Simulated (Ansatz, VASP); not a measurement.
Rb in VASP and in Ansatz

```
Rb
1.0
     0.00000    4.02352    4.02352
     4.02352    0.00000    4.02352
     4.02352    4.02352    0.00000
Rb
2
Direct
  0.87500 0.87500 0.87500
  0.12500 0.12500 0.12500
```

Change from the starting cell: volume scaled by 0.55, PAW files.

Alike in both runs: task single point; functional LDA; k mesh 7 × 7 × 7; occupations fermi-dirac, width 0.08 eV; no spin polarisation.

|  | VASP | Ansatz |
| --- | --- | --- |
| version | VASP 6.6.1 | Ansatz 0.2.0 |
| potentials or method | VASP PAW LDA potentials, release 64 (Rb_sv) | PAW with Ansatz's default frozen-core files, scalar-relativistic |
| plane-wave cutoff (eV) | 520 | 420 |
| valence electrons in the cell | 18 | 18 |

```tsv
	VASP	Ansatz	Ansatz less VASP
pressure (GPa)	1.8	1.8	+0.01
```
